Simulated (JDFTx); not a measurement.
Crystal: CoO.

```
Co O
1.0
     0.00000    2.13150    2.13150
     2.13150    0.00000    2.13150
     2.13150    2.13150    0.00000
Co O
1 1
Direct
  0.00000 0.00000 0.00000
  0.50000 0.50000 0.50000
```

Base run:

| Property | Result |
| --- | --- |
| Program | JDFTx 1.7.0 (patched build) |
| Functional | LDA |
| Potentials or basis | PseudoDojo-SR-LDA-0.4.1-standard |
| Cutoff | 1306 eV |
| Density cutoff | 10449 eV |
| k mesh | 11 × 11 × 11 |
| Occupations | fermi-dirac, width 0.05 eV |
| Spin | collinear spin, ferromagnetic start |
| Starting moments | [2.0, 0.0] μB |

Its results: band gap on the k mesh none (metal or under the smearing width); pressure -19.8 GPa; net moment 2.88 μB per cell; site moments Co +2.48; O +0.41 μB.

The run is repeated on the same cell with these changes: functional from LDA to PBE; potentials or basis from PseudoDojo-SR-LDA-0.4.1-standard to PseudoDojo-SR-PBE-0.5-standard. What comes out?

Band gap on the k mesh none (metal or under the smearing width); pressure -2.0 GPa; net moment 2.99 μB per cell; site moments Co +2.59; O +0.41 μB.

Caveats: a cell with one magnetic atom can't hold antiferromagnetic order, which such compounds often take; semilocal functionals often make such compounds metallic where correlation or magnetic order opens a gap, which also shifts bond lengths; so large a pressure means that the cell lies far from this level's equilibrium, or that cutoff or potentials fall short (some runs).

Not every run made on this cell is shown here.
